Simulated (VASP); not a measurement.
# VASP inputs for PbS (strained rocksalt)

INCAR

```
LWAVE = .FALSE.
GGA = PE
PREC = Accurate
LCHARG = .FALSE.
ISIF = 2
ISMEAR = -1
NBANDS = 17
NSW = 0
IBRION = -1
LASPH = .TRUE.
ENCUT = 520
NELM = 120
LREAL = .FALSE.
EDIFF = 1E-7
SIGMA = 0.02
```

KPOINTS

```
KPOINTS created by Atomic Simulation Environment
0
Gamma
8 8 8
0 0 0
```

KPOINTS_OPT

```
special points
7
Reciprocal
0.0000000000 0.0000000000 0.0000000000 1
0.5000000000 0.0000000000 0.5000000000 1
0.6250000000 0.2500000000 0.6250000000 1
0.3750000000 0.3750000000 0.7500000000 1
0.5000000000 0.5000000000 0.5000000000 1
0.5000000000 0.2500000000 0.7500000000 1
0.0000000000 0.0000000000 0.5000000000 1
```

POSCAR

```
Pb S
 1.0000000000000000
     0.0000000000000000    3.0469773296999998    2.9721562628000000
     3.0469773296999998    0.0000000000000000    2.9721562628000000
     3.0469773296999998    3.0469773296999998    0.0000000000000000
 Pb  S
   1   1
Cartesian
  0.0000000000000000  0.0000000000000000  0.0000000000000000
  3.0469773296999993  3.0469773296999993  2.9721562628000000
```

VASP ran with the recommended PBE PAW datasets (20 valence electrons in the cell).

What does this run give?

gap between bands v and c 0.54 eV; least direct gap 0.54 eV; pressure -0.9 GPa.

Band v is the last that the valence electrons fill when counted band by band, and c is the next. Levels in eV from the top of v:

| point | v−1 | v | c | c+1 |
| --- | --- | --- | --- | --- |
| Γ | -1.79 | -1.79 | 4.91 | 4.91 |
| X | -3.15 | -2.90 | 4.18 | 5.31 |
| K | -2.62 | -2.30 | 3.33 | 4.06 |
| L | -1.49 | 0.00 | 0.54 | 2.05 |
| W | -3.97 | -0.92 | 2.22 | 4.62 |
